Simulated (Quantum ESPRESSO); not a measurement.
Crystal: Mo.

```
Mo
1.0
     2.73551    0.00000    0.00000
    -1.36776    2.36902    0.00000
     0.00000    0.00000    5.11036
Mo
2
Direct
  0.92545 0.89612 0.21852
  0.07455 0.10388 0.78148
```

This isn't the form of Mo at room conditions, which is bcc.

| Property | Result |
| --- | --- |
| Program | Quantum ESPRESSO 7.5 |
| Task | relaxation of the atoms |
| Functional | PBEsol |
| Dispersion | D2 |
| Potentials or basis | GBRV 1.5 PBE |
| Cutoff | 612 eV |
| Density cutoff | 4898 eV |
| k mesh | 6 × 6 × 3 |
| Occupations | cold, width 0.136 eV |
| Spin | no spin polarisation |

At the start: volume 16.56 Å³/atom.

Problem. Where does the relaxation end?

Solution. Over 19 steps the energy falls by 427.4 meV/atom; space group Cmcm (No. 63, to 0.05 Å).

Step by step:
```csv
step,energy change (eV),largest force (eV/Å)
1,0.0000,3.0989
2,-0.2910,1.6921
3,-0.4772,1.0447
4,-0.5942,0.9168
5,-0.6451,1.0722
6,-0.6982,1.0153
7,-0.7591,0.7318
8,-0.8105,0.3444
9,-0.8216,0.3199
10,-0.8261,0.3008
11,-0.8307,0.2796
12,-0.8373,0.2431
13,-0.8455,0.1762
14,-0.8526,0.0648
15,-0.8537,0.0377
16,-0.8541,0.0372
17,-0.8544,0.0324
18,-0.8547,0.0143
19,-0.8547,0.0041
```

Final structure:
```xyz
2
Lattice="2.7355 0.0000 0.0000 -1.3678 2.3690 0.0000 0.0000 0.0000 5.1104" Properties=species:S:1:pos:R:3 pbc="T T T"
Mo    1.0580    1.8339    1.2778
Mo    0.3098    0.5352    3.8325
```

Caveat: the k mesh is coarse (spacing up to 0.44 Å⁻¹), so the values aren't converged; D2 keeps the scale fitted for PBE; the potentials were made for another functional, which shifts forces and pressure; pairwise dispersion overbinds metals, which lowers pressure and volume.
